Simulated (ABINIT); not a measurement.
Crystal: BN.

```
CELL_PARAMETERS angstrom
0.00000 1.81300 1.81300
1.81300 0.00000 1.81300
1.81300 1.81300 0.00000
ATOMIC_POSITIONS crystal
N 0.25000 0.25000 0.25000
B 0.00000 0.00000 0.00000
```

The cell is a database's computed one.

Base run:

* Program: ABINIT 10.8.3 (patched build)
* Functional: PBEsol
* Potentials or basis: JTH PAW PBE v2.0
* Cutoff: 844 eV
* k mesh: 13 × 13 × 13
* Occupations: fermi-dirac, width 0.05 eV
* Spin: no spin polarisation

Its results: band gap on the k mesh 4.34 eV, indirect (least direct gap 8.70 eV); pressure -6.2 GPa.

**Question.** After a change of settings the same cell gave: band gap on the k mesh 4.35 eV, indirect (least direct gap 8.68 eV); pressure -6.8 GPa. Which change was it?
A. functional from PBEsol to PW91
B. functional from PBEsol to LDA
C. functional from PBEsol to AM05
D. functional from PBEsol to BLYP

**Answer.** C.

Caveats: the PAW data sets were made with another functional, which shifts forces and pressure a little.
